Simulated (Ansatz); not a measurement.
Crystal: Yb.

```
CELL_PARAMETERS angstrom
3.87990 0.00000 0.00000
-1.93995 3.36009 0.00000
0.00000 0.00000 6.38590
ATOMIC_POSITIONS crystal
Yb 0.66667 0.33333 0.75000
Yb 0.33333 0.66667 0.25000
```

This isn't the form of Yb at room conditions, which is fcc.

Base run:

| Item | Value |
| --- | --- |
| Program | Ansatz 0.2.0 |
| Functional | PBEsol |
| Potentials or basis | all-electron LAPW, scalar-relativistic |
| Cutoff | 171 eV (chosen from the basis error) |
| Basis error allowed | 0.001 eV/atom |
| k mesh | 8 × 8 × 4 |
| Occupations | fermi-dirac, width 0.05 eV |
| Spin | collinear spin, ferromagnetic start |
| Starting moments | [1.0, 1.0] μB |

Its results: pressure -3.3 GPa; net moment 0.00 μB per cell.

Task: After a change of settings the same cell gave: pressure -1.8 GPa; net moment 0.00 μB per cell. Which change was it?
A. potentials or basis from all-electron LAPW, scalar-relativistic to all-electron PAW datasets made for the crystal
B. hubbard terms from none to Yb f U = 4 eV
C. potentials or basis from all-electron LAPW, scalar-relativistic to all-electron LAPW, inner shells corrected to Dirac's equation
D. k mesh from 8 × 8 × 4 to 6 × 6 × 3

Result: B.

Caveats: an open f shell can end in a state above the lowest; the starting moments weren't kept (some runs); the magnetic state may not be the lowest (some runs); the program listed the state as in doubt (some runs); U is the effective U less J, on atomic orbitals that reach past the spheres (some runs).
